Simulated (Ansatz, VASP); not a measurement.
**HfN in VASP and in Ansatz**

```xyz
2
Lattice="0.0000 2.2590 2.2590 2.2590 0.0000 2.2590 2.2590 2.2590 0.0000" Properties=species:S:1:pos:R:3 pbc="T T T"
Hf    0.0000    0.0000    0.0000
N     2.2590    2.2590    2.2590
```

Alike in both runs: task single point; functional PBE; k mesh 10 × 10 × 10; occupations fermi-dirac, width 0.03 eV; no spin polarisation.

|  | VASP | Ansatz |
| --- | --- | --- |
| version | VASP 6.6.1 | Ansatz 0.2.0 |
| potentials or method | VASP PAW PBE potentials, release 64 (Hf_pv, N), cutoff 520 eV | all-electron LAPW, non-relativistic |

|  | VASP | Ansatz | Ansatz less VASP |
| --- | --- | --- | --- |
| pressure (GPa) | 3.1 | 19.1 | +16.05 |

One of these differences is far larger than is usual between the two programs; its cause wasn't traced. Ansatz ran all-electron here, so the differences hold the error of VASP's frozen core and of both bases.

Spin-orbit coupling is left out, which matters for the levels of Hf.
